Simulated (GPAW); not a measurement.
Runs of GPAW 26.7.0 on Ti. Symmetry: Fm-3m, No. 225, cubic system. Conventional cell: a = 4.060 Å, b = 4.060 Å, c = 4.060 Å, α = 90.00°, β = 90.00°, γ = 90.00°. Ti (site symmetry m-3m) has 12 Ti at 2.87 Å as nearest neighbours. This isn't the form of Ti at room conditions, which is hcp.

```tsv
task	level	potentials or basis	cell	k mesh	cutoff (eV)	maxiter	optimizer	fmax	max steps	convergence	gap on the mesh (eV)	pressure (GPa)	relaxed volume (Å³/atom)
relaxation of cell and atoms	PBEsol+D3	PAW data sets generated in the run's folder for this functional, pw	relaxed	11 × 11 × 11	600	150	BFGS	0.02 eV/Å	60	density=1e-05 forces=0.0001	none	0.1	15.91
relaxation of cell and atoms	PBEsol	PAW data sets generated in the run's folder for this functional, pw	relaxed	11 × 11 × 11	600	150	BFGS	0.02 eV/Å	60	density=1e-05 forces=0.0001	none	0.0	16.59
single point	LDA	the program's PAW data sets (release 1.2.1) made for this functional, pw	as given	9 × 9 × 9	500	120	-	-	-	default	none	(a)	-
relaxation of cell and atoms	PBEsol+D3(BJ)	PAW data sets generated in the run's folder for this functional, pw	relaxed	11 × 11 × 11	600	150	BFGS	0.02 eV/Å	60	density=1e-05 forces=0.0001	none	0.2	(b)
relaxation of cell and atoms	PBEsol+D4	PAW data sets generated in the run's folder for this functional, pw	relaxed	11 × 11 × 11	600	150	BFGS	0.02 eV/Å	60	density=1e-05 forces=0.0001	none	0.0	16.43
relaxation of cell and atoms	PBEsol+D3(BJ)+ATM	PAW data sets generated in the run's folder for this functional, pw	relaxed	11 × 11 × 11	600	150	BFGS	0.02 eV/Å	60	density=1e-05 forces=0.0001	none	0.1	15.88
```

Alike in all rows: no spin polarisation; smearing fermi-dirac 0.05 eV.

**Question.** Fill in the values left out.

**Answer.** (a) -4.6; (b) 15.71.

Caveats: later steps reuse the first step's grids (some runs); pairwise dispersion overbinds metals, which lowers pressure and volume (some runs); the cutoff is short for stress and forces, so pressures can be off by a GPa or more (some runs).

A gap of «none» marks a metal or a gap under the smearing width.
